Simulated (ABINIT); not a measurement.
Write the native input for ABINIT 10.8.3 (patched build) that does the following.

```
Task                : equation of state
Functional          : LDA
Potentials or basis : JTH PAW LDA v2.0
Cutoff              : 408 eV
k mesh              : 10 × 10 × 10
Occupations         : fermi-dirac, width 0.05 eV
Spin                : no spin polarisation
Fine-grid cutoff    : 816.342 eV
```

The system is BP.

```xyz
2
Lattice="0.0000 2.2690 2.2690 2.2690 0.0000 2.2690 2.2690 2.2690 0.0000" Properties=species:S:1:pos:R:3 pbc="T T T"
P     3.4035    3.4035    3.4035
B     0.0000    0.0000    0.0000
```

The input as run:

run.abi

```
# Datasets: one volume each
ndtset 7
getwfk -1
scalecart1 3*0.9795861087
scalecart2 3*0.9864848297
scalecart3 3*0.9932883884
scalecart4 3*1.0000000000
scalecart5 3*1.0066227096
scalecart6 3*1.0131594038
scalecart7 3*1.0196128224

# Pseudopotentials
pp_dirpath "./"
pseudos "P.LDA_PW-JTH.xml, B.LDA_PW-JTH.xml"

# Structure
acell 3*1.0
rprim
     0.0000000000     4.2877885768     4.2877885768
     4.2877885768     0.0000000000     4.2877885768
     4.2877885768     4.2877885768     0.0000000000
ntypat 2
znucl 15 5
natom 2
typat 1 2
xred
     0.7500000000     0.7500000000     0.7500000000
     0.0000000000     0.0000000000     0.0000000000

# Plane-wave basis
ecut 15.0
pawecutdg 30.0

# k points
kptopt 1
ngkpt 10 10 10
nshiftk 1
shiftk 0.0 0.0 0.0

# Exchange and correlation
ixc 7

# Bands and occupations
nband 8
occopt 3
tsmear 0.05 eV

# SCF cycle
nstep 100
tolvrs 1.0e-9

# Output
iomode 3
prtwf 1
prtden 0
prteig 0
prtebands 0
enunit 2
```

Potentials or basis: JTH PAW LDA v2.0.

Command:

```bash
$ abinit run.abi > log 2>&1
```

Results of the run:

```yaml
Equilibrium_volume: 11.35 Å³/atom
Bulk_modulus: 176 GPa
Pressure_derivative_of_the_bulk_modulus: 3.7
```

Caveat: the cutoff is too short for stress, so the log's stress isn't used; pressures at fixed basis lie under the slope of the energies.

Wall time 30 s on 1 thread of Arm Neoverse V1, on a shared host, peak memory 0.11 GiB.
